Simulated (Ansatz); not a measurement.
MoS2 (distorted cell), a check of forces and pressure against finite differences

Computed with Ansatz's Python interface.

Script `fdcheck_mos2.py`:
```python
# -*- coding: utf-8 -*-
"""Forces and pressure of MoS2 against finite differences of the energy, distorted."""

import ansatz as az
import numpy as np

vectors0 = np.array([
    [3.22734, 0.04075, 0.00296],
    [-1.57838, 2.80338, 0.00625],
    [0.00578, 0.01745, 6.42731],
])
sites = [
    ("Mo", (0.00641, 0.99869, 0.49642)),
    ("S", (0.33178, 0.66895, 0.25686)),
    ("S", (0.67188, 0.33276, 0.74653)),
]


def on_lattice(cell):
    crystal = az.Crystal(lattice=az.Lattice.of(cell))
    for symbol, position in sites:
        crystal = crystal.atom(symbol, position)
    return crystal

def solve(crystal):
    return (
        crystal.calculation()
        .functional("pbesol")
        .occupations("Marzari-Vanderbilt", width=0.1)
        .basis(540, xc_grid=2)
        .kpoints(6, 6, 3)
        .scf(tolerance=1e-09)
        .forces()
        .stress()
        .run(threads=1)
    ).report


centre = solve(on_lattice(vectors0))
start = on_lattice(vectors0)
# move one atom both ways along a Cartesian axis
print(f"force on atom 2 along z: analytic {centre['forces_ev_ang'][2][2]:.4f} eV/A")
for h in (0.004, 0.016):
    shift = np.eye(3)[2] * h @ np.linalg.inv(vectors0)
    plus, minus = (solve(start.move(2, to=np.array(sites[2][1]) + sign * shift))["lagrangian_ev"] for sign in (1, -1))
    print(f"  step {h} A: numerical {-(plus - minus) / (2 * h):.4f} eV/A")
# P = -dF/dV; the difference feels the change of the plane-wave count with the cell
volume = abs(np.linalg.det(vectors0))
larger, smaller = (solve(on_lattice(vectors0 * (1 + sign * 0.005) ** (1 / 3)))["lagrangian_ev"] for sign in (1, -1))
numerical = -(larger - smaller) / (0.01 * volume) * 160.21766
print(f"pressure: analytic {np.trace(centre['stress_gpa']) / 3:.3f}, numerical {numerical:.3f} GPa")
```

Running `python fdcheck_mos2.py` prints:
```text
DeckWarning: output.stress: scf.convergence.dr2_threshold = 1e-9 eV is looser than the 3e-10 eV advised for a printed stress (1e-10 eV for each atom of the cell: 3). What an SCF threshold leaves in a stress goes as its square root, and in the free energy as the threshold itself, and one threshold admits the most on a [...]
force on atom 2 along z: analytic -0.8933 eV/A
  step 0.004 A: numerical -0.8932 eV/A
  step 0.016 A: numerical -0.8918 eV/A
pressure: analytic -6.724, numerical -6.722 GPa
```
(Warnings from the package without file and line, shortened.)

No spin polarisation was allowed. For a metal this k-point mesh is coarse: on a finer one energies can move by several to tens of meV an atom and pressures by half a GPa or more, differences at one mesh by less. Pressure is positive in compression. The cell is a database structure, distorted on purpose. The central difference errs as the square of the step, so the shorter step is the fairer test; what remains comes from the finite grid and the SCF threshold. Wall time of the script: 59 s on 1 thread of Arm Neoverse V1, on a shared host, peak memory 0.46 GiB.

(A comment or docstring line of the script was reworded after the run, the code is as it ran; lines on the test bed's own set-up are left out of the output.)
